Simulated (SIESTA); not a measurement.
# BaZrO3 under changes of volume

One of the cells (14.726 Å³/atom); the others are scaled copies at fixed shape and fractional positions:

```
CELL_PARAMETERS angstrom
4.19134 0.00000 0.00000
0.00000 4.19134 0.00000
0.00000 0.00000 4.19134
ATOMIC_POSITIONS crystal
Ba 0.00000 0.00000 0.00000
Zr 0.50000 0.50000 0.50000
O 0.50000 0.50000 0.00000
O 0.50000 0.00000 0.50000
O 0.00000 0.50000 0.50000
```

```yaml
Program: SIESTA 5.4.2
Functional: LDA
Potentials_or_basis: PseudoDojo 0.4 standard (LDA files)
Basis: DZP (energy shift 0.003 Ry; two zetas on semicore shells; d shell added on Ba)
Grid_cutoff: 800 Ry
Energy_shift: 0.003 Ry
k_mesh: 4 × 4 × 4
Occupations: fermi-dirac, width 0.05 eV
Spin: no spin polarisation
```

```tsv
volume (Å³/atom)	energy over the lowest point (meV/atom)	pressure (GPa)	gap on the mesh (eV)
13.843	19.30	9.5	3.03
14.137	5.89	5.2	2.99
14.432	0.00	1.3	2.95
14.726	0.86	-2.2	2.92
15.021	7.72	-5.3	2.88
15.315	19.98	-8.0	2.84
15.610	?	?	?
```

What does the run at 15.610 Å³/atom give?

Energy over the lowest point 37.04 meV/atom; pressure -10.5 GPa; gap on the mesh 2.80 eV.

Worked out: A Birch-Murnaghan fit of order 3 (a polynomial in V^(-2/3)) to the other rows has its minimum at 14.54 Å³/atom with B0 = V·E''(V) = 174 GPa and B' = 4.5. It gives 37.09 meV/atom at 15.610 Å³/atom, against the run's 37.04, and -dE/dV = -10.5 GPa, against -10.5. A straight line through the other rows of the gap, of slope -1.85 eV per unit of ln V, extrapolates to 2.81 eV, against the run's 2.80.

Energies are extrapolated to zero smearing.

Caveats: this set's barium file shifts pressures by up to 1 GPa against other sets; spin-orbit coupling is left out, which moves the levels of the heavy elements; the basis of atomic orbitals isn't converged, which shifts pressures, moduli and gaps.

A mesh can miss the band edges.
